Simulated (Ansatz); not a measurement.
# TiAl: the cost of one run

Method: DFT r2SCAN, scalar-relativistic, plane waves, PAW, in Ansatz 0.2.0.

### Step 1. The starting structure

Symmetry: P-6m2, No. 187, hexagonal system. Conventional cell: a = 2.867 Å, b = 2.867 Å, c = 4.678 Å, α = 90.00°, β = 90.00°, γ = 120.00°. Around Ti (site symmetry -6m2) lie 6 Al at 2.87 Å and 6 Ti at 2.87 Å. Around Al (site symmetry -6m2) lie 6 Ti at 2.87 Å and 6 Al at 2.87 Å.

As a file:

```
Ti Al
1.0
     2.86726    0.00000    0.00000
    -1.43363    2.48312    0.00000
     0.00000    0.00000    4.67808
Ti Al
1 1
Direct
  0.00000 0.00000 0.00000
  0.33333 0.66667 0.50000
```

It goes back to an entry of the Materials Project, which need not be the stable form.

No relaxation comes first: the listed cell is the starting point.

### Step 2. Zero of energy

The reference gives a free energy of -3045.3400 eV, pressure -1.09 GPa, largest force 0.000 eV/Å and gap on the mesh none (metal). It was computed beforehand with the settings of the runs below.

### Step 3. The scan: a sublattice displacement scan

Every Ti atom is moved by x along the Cartesian unit vector (0.577, 0.577, 0.577); the cell and all other atoms stay fixed. Forces below are components along that vector, summed over the moved atoms.

### Step 4. At x = -0.300 Å

input.yaml

```yaml
crystal:
  lattice:
    - [2.8672622327, 0.0, 0.0]
    - [-1.4336311163, 2.4831219328, 0.0]
    - [0.0, 0.0, 4.678083]
  atoms:
    - { symbol: Ti, position: [-0.0952843021, -0.0697529503, -0.0370247986] }
    - { symbol: Al, position: [0.3333333333, 0.6666666667, 0.5] }
basis:
  ecutwfc: 500
kpoints:
  mp_grid: { grid: [18, 18, 10] }
hamiltonian:
  xc: r2scan
scf:
  occupations: { method: gaussian, width: 0.15 }
output:
  forces: true
  stress: true
  eigenvalues: true
```

Launch:

```
> ansatz run input.yaml --threads 1 --pin off --max-ram 2560MiB --backend cpu --events-out ev --progress --plain --runs-dir out
```

**Question.** How long does this run take on 1 thread of Intel Xeon 6975P-C (Granite Rapids), shared host, and how much memory does it need?

About 52 s, with a peak of 1.3 GiB.
